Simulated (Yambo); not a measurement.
# InP in Yambo: convergence with bands in self energy

Crystal: InP.

```xyz
2
Lattice="0.0000 2.9305 2.9305 2.9305 0.0000 2.9305 2.9305 2.9305 0.0000" Properties=species:S:1:pos:R:3 pbc="T T T"
In    0.0000    0.0000    0.0000
P     4.3957    4.3957    4.3957
```

| Property | Result |
| --- | --- |
| Program | Yambo 5.3.0 |
| Task | G0W0 quasiparticle levels |
| Functional | PBE |
| Potentials or basis | PseudoDojo 0.4 SR PBE stringent |
| Cutoff | 1116 eV |
| Density cutoff | 4463 eV |
| k mesh | 4 × 4 × 4 |
| Occupations | fixed |
| Spin | no spin polarisation |
| k mesh of the self-consistent run | 8 × 8 × 8 |
| Random integration of the Coulomb term | yes |
| Direction of the field or of q to 0 | x + y + z |
| Broadening | 0.1 eV |
| States corrected | Γ and the k points of the band edges |
| Frequency dependence of W | plasmon pole |
| Terminator of the band sum in the self-energy | none |
| Quasiparticle equation | linearised (Newton) |
| Imaginary frequency of the plasmon-pole fit | 27.2114 eV |
| Bands in the response | 213 |
| Bands in the self-energy | 33 |
| Cutoff of the response matrix | 18 Ry |
| Cutoff of exchange and Vxc | 82 Ry |
| Bands corrected (first, last) | [11, 15] |

These are the settings of the first run; the series varies bands in self energy, with any setting tied to it.

| bands in self energy | quasiparticle gap at the points computed (eV) |
| --- | --- |
| 33 | 1.393 |
| 53 | 1.378 |
| 213 | 1.417 |

Against the tightest run, the quasiparticle gap at the points computed stays within 0.05 eV from 33 on. The tightest run that finished is the yardstick and may itself not be fully converged.

Caveat, for the tightest run too: the k mesh is coarse (spacing up to 0.46 Å⁻¹), so the values aren't converged; this version prints the column dSc/dw multiplied by 27.2; spin-orbit coupling is left out, which moves the levels of the heavy elements.
